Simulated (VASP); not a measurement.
# TaS2 (P-3m1) in VASP: further runs, part 2 of 3

VASP 6.6.1. The steps go on from the part before.

**3. Single point, PBE**

Input file INCAR:

```
SYSTEM = TaS2
PREC = Accurate
ENCUT = 400
EDIFF = 1E-6
ISMEAR = 0
SIGMA = 0.02
LREAL = .False.
LASPH = .True.
NELM = 100
ALGO = Fast
ISIF = 2
LWAVE = .False.
LCHARG = .False.
GGA = PE
NBANDS = 20
```

Input file KPOINTS:

```
Automatic mesh
0
Gamma
  4 4 2
  0 0 0
```

Input file POSCAR:

```
TaS2
1.0
    3.3500000000      0.0000000000      0.0000000000
   -1.6750000000      2.9011851027      0.0000000000
    0.0000000000      0.0000000000      5.8600000000
Ta S
1 2
Direct
    0.0000000000      0.0000000000      0.0000000000
    0.6666666667      0.3333333333      0.7500000000
    0.3333333333      0.6666666667      0.2500000000
```

Potentials or basis: VASP PAW PBE potentials, release 64 (Ta_sv_GW, S_GW).

The run is started by

```sh
$ cat potpaw_PBE.64/Ta_sv_GW/POTCAR potpaw_PBE.64/S_GW/POTCAR > POTCAR
$ mpirun -np 1 vasp_std > vasp.out
```

OUTCAR:

```text
SYSTEM = TaS2
   PREC = Accurate
   ENCUT = 400
   EDIFF = 1E-6
   ISMEAR = 0
   LREAL = .False.
   LASPH = .True.
   NELM = 100
   ISIF = 2
   GGA = PE

 ion  position               nearest neighbor table
   1  0.000  0.000  0.000-   2 2.43   3 2.43   2 2.43   3 2.43   2 2.43   3 2.43
   2  0.667  0.333  0.750-   1 2.43   1 2.43   1 2.43
   3  0.333  0.667  0.250-   1 2.43   1 2.43   1 2.43

  LATTYP: Found a hexagonal cell.
 ALAT       =     3.3500000000
 C/A-ratio  =     1.7492537313

  Lattice vectors:
[... 359 lines left out ...]

  FORCE on cell =-STRESS in cart. coord.  units (eV):
  Direction    XX          YY          ZZ          XY          YZ          ZX
  --------------------------------------------------------------------------------------
  -------------------------------------------------------------------------------------
  Total        2.8319712      2.8319712      4.3739185     -0.0000000     -0.0000000      0.0000000
  in kB       79.6675674     79.6675674    123.0448415     -0.0000000     -0.0000000      0.0000000
  external PRESSURE =      94.1266588 kB  Pullay stress =       0.0000000 kB

 VOLUME and BASIS-vectors are now :
 -----------------------------------------------------------------------------
  energy-cutoff  :      400.00
  volume of cell :       56.95
      direct lattice vectors                 reciprocal lattice vectors
     3.350000000  0.000000000  0.000000000     0.298507463  0.172343364  0.000000000
    -1.675000000  2.901185103  0.000000000     0.000000000  0.344686728  0.000000000
     0.000000000  0.000000000  5.860000000     0.000000000  0.000000000  0.170648464

 POSITION                                       TOTAL-FORCE (eV/Angst)
 -----------------------------------------------------------------------------------
      0.00000      0.00000      0.00000         0.000000      0.000000      0.000000
      1.67500      0.96706      4.39500         0.000000     -0.000000     -1.208214
     -0.00000      1.93412      1.46500        -0.000000      0.000000      1.208214
 -----------------------------------------------------------------------------------
    total drift:                               -0.000000      0.000000      0.000000

  FREE ENERGIE OF THE ION-ELECTRON SYSTEM (eV)
  ---------------------------------------------------
  free  energy   TOTEN  =       -25.5052767248 eV

  energy  without entropy=      -25.5026302015  energy(sigma->0) =      -25.50395346
```

OSZICAR:

```text
N       E                     dE             d eps       ncg     rms          rms(c)
DAV:   1     0.141782244827E+03    0.14178E+03   -0.11152E+04   320   0.935E+02
DAV:   2    -0.204082979893E+02   -0.16219E+03   -0.15845E+03   432   0.247E+02
DAV:   3    -0.279467285213E+02   -0.75384E+01   -0.75015E+01   424   0.559E+01
DAV:   4    -0.282140339082E+02   -0.26731E+00   -0.26718E+00   504   0.889E+00
DAV:   5    -0.282159523488E+02   -0.19184E-02   -0.19184E-02   440   0.775E-01    0.621E+01
RMM:   6    -0.255976025886E+02    0.26183E+01   -0.51409E+00   377   0.105E+01    0.530E+01
RMM:   7    -0.256147681869E+02   -0.17166E-01   -0.26464E+00   389   0.766E+00    0.395E+00
RMM:   8    -0.255099161735E+02    0.10485E+00   -0.32117E-01   364   0.396E+00    0.842E-01
RMM:   9    -0.255051573391E+02    0.47588E-02   -0.60100E-02   414   0.148E+00    0.486E+00
RMM:  10    -0.255051897285E+02   -0.32389E-04   -0.65209E-03   450   0.503E-01    0.259E+00
RMM:  11    -0.255053225535E+02   -0.13282E-03   -0.11630E-03   496   0.195E-01    0.403E+00
RMM:  12    -0.255055063496E+02   -0.18380E-03   -0.18278E-03   372   0.274E-01    0.126E+00
RMM:  13    -0.255052716412E+02    0.23471E-03   -0.43588E-04   392   0.138E-01    0.157E+00
RMM:  14    -0.255052896842E+02   -0.18043E-04   -0.15133E-04   415   0.657E-02    0.744E-01
RMM:  15    -0.255052761474E+02    0.13537E-04   -0.33915E-05   397   0.372E-02    0.183E-01
RMM:  16    -0.255052767248E+02   -0.57736E-06   -0.84253E-06   401   0.153E-02
   1 F= -.25505277E+02 E0= -.25503953E+02  d E =-.264652E-02
```

stdout:

```text
POSCAR found type information on POSCAR TaS
 POSCAR found :  2 types and       3 ions
 scaLAPACK will be used
 LDA part: xc-table for (Slater+PW92), standard interpolation
 POSCAR, INCAR and KPOINTS ok, starting setup
 FFT: planning ... GRIDC
 FFT: planning ... GRID_SOFT
 FFT: planning ... GRID
 WAVECAR not read
 entering main loop
```

Wall time 18 s (1 thread of AMD EPYC 7R43 (Zen 3), shared host); peak memory 0.11 GiB.

Results:

```yaml
Free_energy: -25.5053 eV
Pressure: 9.4 GPa
Largest_force: 1.208 eV/Å
Band_gap_on_the_k_mesh: none (metal or under the smearing width)
```

Forces on the atoms (eV/Å):
```
Ta   0.000  0.000  0.000
S    0.000  0.000 -1.208
S    0.000  0.000  1.208
```

Levels at points of the mesh, in eV from the Fermi level:
```
           k point  band 10  band 11  band 12  band 13  band 14  band 15
(0.00, 0.00, 0.00)    -0.90    -0.34    -0.34     0.42     0.42     0.69
(0.50, 0.00, 0.00)    -3.68    -3.02    -1.82    -0.38     2.83     3.38
(0.00, 0.00, 0.50)    -3.12    -0.48    -0.48     0.39     0.39     1.66
(0.50, 0.00, 0.50)    -3.81    -1.80    -1.54    -0.83     2.82     3.37
```

Caveat: the k mesh is coarse (spacing up to 0.54 Å⁻¹), so the values aren't converged; this functional lacks dispersion, which binds the layers, so the pressure and a relaxed spacing across them are unreliable; forces of over 1 eV/Å show positions far from the minimum, so gaps and moduli don't describe the material at rest.

**4. Single point, PBE**

Input file INCAR:

```
PREC     = Accurate       # precision mode
ENCUT    = 520            # plane-wave cutoff, eV
EDIFF    = 1E-6           # SCF threshold, eV
ISMEAR   = 0              # smearing method
SIGMA    = 0.03           # smearing width, eV
LREAL    = False          # projectors in reciprocal space
LASPH    = True           # aspherical terms in the spheres
NELM     = 60             # most SCF steps
ALGO     = Normal         # electronic algorithm
ISIF     = 2              # what is computed and relaxed
LWAVE    = False          # write WAVECAR
LCHARG   = False          # write CHGCAR
GGA      = PE             # functional
```

Input file KPOINTS:

```
Automatic mesh
0
Gamma
  9 9 5
```

POSCAR is that of step 3.

Potentials or basis: VASP PAW PBE potentials, release 64 (Ta_pv, S).

The run is started by

```sh
$ cat potpaw_PBE.64/Ta_pv/POTCAR potpaw_PBE.64/S/POTCAR > POTCAR
$ mpirun -np 1 vasp_std > vasp.out
```

OUTCAR:

```text
PREC = Accurate
   ENCUT = 520
   EDIFF = 1E-6
   ISMEAR = 0
   LREAL = False
   LASPH = True
   NELM = 60
   ISIF = 2
   GGA = PE

 ion  position               nearest neighbor table
   1  0.000  0.000  0.000-   2 2.43   3 2.43   2 2.43   3 2.43   2 2.43   3 2.43
   2  0.667  0.333  0.750-   1 2.43   1 2.43   1 2.43
   3  0.333  0.667  0.250-   1 2.43   1 2.43   1 2.43

  LATTYP: Found a hexagonal cell.
 ALAT       =     3.3500000000
 C/A-ratio  =     1.7492537313

  Lattice vectors:

 A1 = (   3.3500000000,   0.0000000000,   0.0000000000)
 A2 = (  -1.6750000000,   2.9011851027,   0.0000000000)
 A3 = (   0.0000000000,   0.0000000000,   5.8600000000)

Analysis of symmetry for initial positions (statically):
=====================================================================
 Subroutine PRICEL returns:
 Original cell was already a primitive cell.

 Routine SETGRP: Setting up the symmetry group for a
 hexagonal supercell.

 Subroutine GETGRP returns: Found 12 space group operations
 (whereof 12 operations were pure point group operations)
 out of a pool of 24 trial point group operations.

The static configuration has the point symmetry D_3d.

Analysis of symmetry for dynamics (positions and initial velocities):
=====================================================================
 Subroutine PRICEL returns:
 Original cell was already a primitive cell.

 Routine SETGRP: Setting up the symmetry group for a
 hexagonal supercell.

 Subroutine GETGRP returns: Found 12 space group operations
 (whereof 12 operations were pure point group operations)
 out of a pool of 24 trial point group operations.

The dynamic configuration has the point symmetry D_3d.

 Subroutine INISYM returns: Found 12 space group operations
 (whereof 12 operations are pure point group operations),
 and found     1 'primitive' translations

----------------------------------------------------------------------------------------

                                     Primitive cell

  volume of cell :      56.9532

  direct lattice vectors                    reciprocal lattice vectors
     3.350000000  0.000000000  0.000000000     0.298507463  0.172343364  0.000000000
    -1.675000000  2.901185103  0.000000000     0.000000000  0.344686728  0.000000000
     0.000000000  0.000000000  5.860000000     0.000000000  0.000000000  0.170648464

  length of vectors
     3.350000000  3.350000000  5.860000000     0.344686728  0.344686728  0.170648464

  position of ions in fractional coordinates (direct lattice)
     0.000000000  0.000000000  0.000000000
     0.666666667  0.333333333  0.750000000
     0.333333333  0.666666667  0.250000000

  ion indices of the primitive-cell ions
   primitive index   ion index
                 1           1
                 2           2
                 3           3

----------------------------------------------------------------------------------------

 KPOINTS: Automatic mesh

Automatic generation of k-mesh.
 Grid dimensions read from file:
 generate k-points for:    9    9    5

 Generating k-lattice:

  Cartesian coordinates                     Fractional coordinates (reciprocal lattice)
     0.033167496  0.019149263  0.000000000     0.111111111 -0.000000000  0.000000000
[... 45 lines left out ...]
   dimension x,y,z NGXF=    56 NGYF=   56 NGZF=   96
   ions per type =               1   2
   NGX,Y,Z   is equivalent  to a cutoff of  13.90, 13.90, 13.62 a.u.
   NGXF,Y,Z  is equivalent  to a cutoff of  27.79, 27.79, 27.23 a.u.
 SYSTEM =  unknown system
   PREC   = accura    normal or accurate (medium, high low for compatibility)
   ISTART =      0    job   : 0-new  1-cont  2-samecut
   ICHARG =      2    charge: 1-file 2-atom 10-const
   ISPIN  =      1    spin polarized calculation?
   LNONCOLLINEAR =      F non collinear calculations
   LSORBIT =      F    spin-orbit coupling
   LASPH  =      T    aspherical Exc in radial PAW
   ENCUT  =  520.0 eV  38.22 Ry    6.18 a.u.   6.23  6.23 10.90*2*pi/ulx,y,z
   NELM   =     60;   NELMIN=  2; NELMDL= -5     # of ELM steps
   EDIFF  = 0.1E-05   stopping-criterion for ELM
   LREAL  =      F    real-space projection
   EDIFFG = 0.1E-04   stopping-criterion for IOM
   NSW    =      0    number of steps for IOM
   IBRION =     -1    ionic relax: 0-MD 1-quasi-New 2-CG
   NFREE  =      0    steps in history (QN), initial steepest desc. (CG)
   ISIF   =      2    stress and relaxation
   ISYM   =      2    0-nonsym 1-usesym 2-fastsym
   POTIM  = 0.5000    time-step for ionic-motion
   TEBEG  =    0.0;   TEEND  =   0.0 temperature during run
   PSTRESS=    0.0 pullay stress
   NELECT =      23.0000    total number of electrons
   NUPDOWN=      -1.0000    fix difference up-down
   EMIN   =  10.00;   EMAX   =-10.00  energy-range for DOS
   EFERMI =   0.00;   METHOD = LEGACY
   ISMEAR =     0;   SIGMA  =   0.03  broadening in eV -4-tet -1-fermi 0-gaus
   EFERMI_NEDOS =   21; number of points for ismear=-14 and -15
   IALGO  =     38    algorithm
   IMIX   =      4    mixing-type and parameters
     AMIX     =   0.40;   BMIX     =  1.00
     AMIX_MAG =   1.60;   BMIX_MAG =  1.00
  volume/ion in A,a.u.               =      18.98       128.11
  Fermi-wavevector in a.u.,A,eV,Ry     =   1.210073  2.286706 19.922686  1.464276
  Thomas-Fermi vector in A             =   2.345631
   LORBIT       =      0    0 simple, 1 ext, 2 COOP (PROOUT), +10 PAW based schemes
   GGA     = PE    functional components
   LHFCALC =     F    Hartree Fock is set to
   AEXX    =    0.0000 exact exchange contribution
   IVDW    =     0    specifies the selected vdW correction
   LEPSILON=     F    determine dielectric tensor
   LRPA    =     F    only Hartree local field effects (RPA)
 non-spin polarized calculation
 Gauss-broadening in eV      SIGMA  =   0.03
  energy-cutoff  :      520.00
  volume of cell :       56.95
 maximum number of plane-waves:      1569
 NGX is ok and might be reduce to    28
   NGX = 13   NGY = 13   NGZ = 21

 number of electron      22.9999999 magnetization

 Free energy of the ion-electron system (eV)
  ---------------------------------------------------
  ext. energy  EPLUGINS =         0.00000000
  ---------------------------------------------------
  free energy    TOTEN  =       -23.01298969 eV

  energy without entropy =      -23.01178302  energy(sigma->0) =      -23.01238635

 E-fermi :   5.6691     XC(G=0): -10.5171

 val. band max:        5.6638252757   @ k =   0.2222   0.1111   0.0000
 cond. band min:       5.6728214152   @ k =   0.0000   0.0000   0.4000
 fundamental gap:      0.0089961395
 Fermi energy:         5.6691215351

 k-point     1 :       0.0000    0.0000    0.0000
  band No.  band energies     occupation
      1     -29.6001      2.00000
      2     -29.5787      2.00000
      3     -29.5787      2.00000
      4      -9.4863      2.00000
      5      -7.4016      2.00000
      6      -1.3253      2.00000
      7       1.4001      2.00000
      8       1.4001      2.00000
      9       4.3253      2.00000
     10       4.8735      2.00000
     11       4.8735      2.00000
     12       5.6990      0.15963
     13       5.6990      0.15963
     14       5.9508      0.00000
[... 401 lines left out ...]
      2     -29.6343      2.00000
      3     -29.5618      2.00000
      4      -8.2946      2.00000
      5      -7.4793      2.00000
      6      -0.2248      2.00000
      7       0.6380      2.00000
      8       0.9711      2.00000
      9       1.7516      2.00000
     10       2.7921      2.00000
     11       3.8067      2.00000
     12       5.4812      2.00000
     13       7.1341      0.00000
     14       8.1887      0.00000
     15       9.2411      0.00000

 [... further k-points ...]

------------------------ aborting loop because EDIFF is reached ----------------------------------------

  FORCE on cell =-STRESS in cart. coord.  units (eV):
  Direction    XX          YY          ZZ          XY          YZ          ZX
  --------------------------------------------------------------------------------------
  -------------------------------------------------------------------------------------
  Total        2.6467712      2.6467712      4.4597101      0.0000000     -0.0000000      0.0000000
  in kB       74.4576149     74.4576149    125.4582866      0.0000000     -0.0000000      0.0000000
  external PRESSURE =      91.4578388 kB  Pullay stress =       0.0000000 kB

 VOLUME and BASIS-vectors are now :
 -----------------------------------------------------------------------------
  energy-cutoff  :      520.00
  volume of cell :       56.95
      direct lattice vectors                 reciprocal lattice vectors
     3.350000000  0.000000000  0.000000000     0.298507463  0.172343364  0.000000000
    -1.675000000  2.901185103  0.000000000     0.000000000  0.344686728  0.000000000
     0.000000000  0.000000000  5.860000000     0.000000000  0.000000000  0.170648464

 POSITION                                       TOTAL-FORCE (eV/Angst)
 -----------------------------------------------------------------------------------
      0.00000      0.00000      0.00000         0.000000      0.000000      0.000000
      1.67500      0.96706      4.39500         0.000000      0.000000     -1.259269
     -0.00000      1.93412      1.46500        -0.000000      0.000000      1.259269
 -----------------------------------------------------------------------------------
    total drift:                               -0.000000     -0.000000     -0.000000

  FREE ENERGIE OF THE ION-ELECTRON SYSTEM (eV)
  ---------------------------------------------------
  free  energy   TOTEN  =       -23.0129896925 eV

  energy  without entropy=      -23.0117830151  energy(sigma->0) =      -23.01238635
```

It took 50 s on 1 thread of Intel Xeon Platinum 8375C at 2.90GHz (Ice Lake), shared host; peak memory 0.21 GiB.

Results:

```yaml
Free_energy: -23.0130 eV
Pressure: 9.1 GPa
Largest_force: 1.259 eV/Å
Band_gap_on_the_k_mesh: none (metal or under the smearing width)
```

Forces on the atoms (eV/Å):
```
Ta   0.000  0.000  0.000
S    0.000  0.000 -1.259
S    0.000  0.000  1.259
```

Stress tensor (GPa, compression positive):
```
 7.45  0.00  0.00
 0.00  7.45  0.00
 0.00  0.00 12.55
```

Caveat: this functional lacks dispersion, which binds the layers, so the pressure and a relaxed spacing across them are unreliable; forces of over 1 eV/Å show positions far from the minimum, so gaps and moduli don't describe the material at rest. Spin-orbit coupling is left out, which matters for the levels of Ta.

**5. Single point, PBE**

Input file INCAR:

```
PREC = Accurate
ENCUT = 520
EDIFF = 1E-6
ISMEAR = 0
SIGMA = 0.020999999999999998
LREAL = F
LASPH = T
NELM = 80
ALGO = Normal
ISIF = 2
LWAVE = F
LCHARG = F
GGA = PE
```

Input file KPOINTS:

```
regular mesh
0
Gamma
  9 9 5
```

POSCAR is that of step 4.

The run is started by

```sh
$ cat potpaw_PBE.64/Ta_pv/POTCAR potpaw_PBE.64/S/POTCAR > POTCAR
$ mpirun -np 1 vasp_std > vasp.out
```

It took 51 s on 1 thread of Intel Xeon Platinum 8488C (Sapphire Rapids), shared host; peak memory 0.2 GiB.

It converged, with:

```
Free energy            : -23.0127 eV
Pressure               : 9.1 GPa
Largest force          : 1.262 eV/Å
Band gap on the k mesh : none (metal or under the smearing width)
```

Forces in eV/Å, atoms in the order of the input:
```
Ta   0.000  0.000  0.000
S    0.000  0.000 -1.262
S    0.000  0.000  1.262
```

Stress tensor (GPa, compression positive):
```
 7.43  0.00  0.00
 0.00  7.43  0.00
 0.00  0.00 12.56
```

Levels at points of the mesh, in eV from the Fermi level:
```tsv
k point	band 7	band 8	band 9	band 10	band 11	band 12	band 13	band 14	band 15
(0.00, 0.00, 0.00)	-4.27	-4.27	-1.34	-0.80	-0.80	0.03	0.03	0.28	4.09
```

Caveat: this functional lacks dispersion, which binds the layers, so the pressure and a relaxed spacing across them are unreliable; forces of over 1 eV/Å show positions far from the minimum, so gaps and moduli don't describe the material at rest. The run has no spin-orbit coupling, so splittings on Ta are missing.

[end of part 2 of 3]
